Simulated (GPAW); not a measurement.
ZnS:

```
Zn S
1.0
     0.00000    2.70200    2.70200
     2.70200    0.00000    2.70200
     2.70200    2.70200    0.00000
Zn S
1 1
Direct
  0.75000 0.75000 0.75000
  0.00000 0.00000 0.00000
```

Base run:

```yaml
Program: GPAW 26.7.0
Functional: PBEsol
Potentials_or_basis: PAW data sets generated in the run's folder for this functional
Cutoff: 600 eV
Basis: pw
k_mesh: 9 × 9 × 9
Occupations: fermi-dirac, width 0.05 eV
Spin: no spin polarisation
```

Its results: band gap on the k mesh 1.97 eV, direct; pressure -2.0 GPa.

After a change of settings the same cell gave: band gap on the k mesh 2.09 eV, direct; pressure 4.8 GPa. Which change was it?
A. functional from PBEsol to BLYP
B. functional from PBEsol to revPBE; potentials or basis from PAW data sets generated in the run's folder for this functional to the program's PAW data sets (release 1.2.1) made for this functional
C. functional from PBEsol to WC; k mesh from 9 × 9 × 9 to 7 × 7 × 7
D. functional from PBEsol to PBE; potentials or basis from PAW data sets generated in the run's folder for this functional to GPAW PAW data sets (gpaw-data 1.2.1)

A.

BLYP binds less tightly than PBEsol, so the same cell stands under more pressure.
